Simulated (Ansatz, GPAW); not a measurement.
Given: the input of a run of GPAW 26.7.0 (ASE script) on FeO (Wuestite). 

Contents of run.py:

```python
from ase.dft.bandgap import bandgap
from ase.io import read, write
from ase.units import GPa
from gpaw import GPAW, PW

atoms = read('FeO.xyz')
atoms.set_initial_magnetic_moments([3.0, 0.0])

calc = GPAW(mode=PW(800),
            xc='RPBE',
            kpts={'size': (11, 11, 11), 'gamma': True},
            occupations={'name': 'methfessel-paxton', 'order': 0, 'width': 0.1},
            nbands=17,
            convergence={'density': 1e-05, 'energy': 1e-05},
            maxiter=150,
            txt='gpaw.txt')
atoms.calc = calc
energy = atoms.get_potential_energy()
forces = atoms.get_forces()
stress = atoms.get_stress()
calc.write('gs.gpw')
write('result.traj', atoms)
print(f'Energy: {energy:.6f} eV')
print('Forces (eV/A):')
print(forces.round(4))
print('Stress (GPa):', (stress / GPa).round(3))
print('Moments:', calc.get_magnetic_moments().round(3))
print('Fermi level:', round(calc.get_fermi_level(), 4), 'eV')
print(f'Gap: {bandgap(calc)[0]:.4f} eV, direct: {bandgap(calc, direct=True)[0]:.4f} eV')
```

Contents of FeO.xyz:

```xyz
2
Lattice="1.5188209023 0.8768916568 2.5195772846 -1.5188209023 0.8768916568 2.5195772846 0.0000000000 -1.7537833136 2.5195772846" Properties=species:S:1:pos:R:3 pbc="T T T"
Fe     0.0000000000      0.0000000000      0.0000000000
O      0.0000000000      0.0000000000      3.7793659269
```

Potentials or basis: the program's PAW data sets (release 1.2.1) made for this functional, pw.

Run with:

```bash
$ OMP_NUM_THREADS=1 python run.py
```

Q: What does the same run look like in Ansatz 0.2.0? Potentials or basis there: Ansatz PAW, cutoff 420 eV.

A: As run (cutoffs and basis follow the program's own potentials, and thresholds, step limits or extra output files can differ):

Contents of input.yaml:

```yaml
crystal:
  lattice:
    - [1.5188209023, 0.8768916568, 2.5195772846]
    - [-1.5188209023, 0.8768916568, 2.5195772846]
    - [0.0, -1.7537833136, 2.5195772846]
  atoms:
    - { symbol: Fe, position: [0.0, 0.0, 0.0], spin: 3.0 }
    - { symbol: O, position: [0.5, 0.5, 0.5] }
hamiltonian:
  xc: rpbe
  pseudopotentials: { kind: paw }
magnetization:
  spin_polarized: true
kpoints:
  mp_grid: { grid: [11, 11, 11] }
scf:
  occupations: { method: gaussian, width: 0.1 }
output:
  forces: true
  stress: true
  eigenvalues: true
  write_density: true
  write_potential: true
  elf: true
  volumetric_format: npy
```

Potentials or basis: Ansatz PAW.

Launch:

```bash
$ ansatz run input.yaml --threads 1 --pin off --max-ram 3584MiB --backend cpu --events-out ev --progress --plain --runs-dir out
```

Both were run:

|  | GPAW | Ansatz |
| --- | --- | --- |
| Pressure | 5.6 GPa | 4.3 GPa |
| Net moment | 4.00 μB per cell | 4.00 μB per cell |

Ansatz's pressure holds a Pulay term of +0.60 GPa for its cutoff of 420 eV, which the other run lacks.

The potentials hold 14 and 22 valence electrons a cell.

Ansatz's potentials were made for PBE.

Where Ansatz's input types no cutoff or centring, it takes its own default and a Γ-centred mesh.

The magnetic state is the one that the start led to; the real crystal's order can differ.

Pressure is positive in compression.
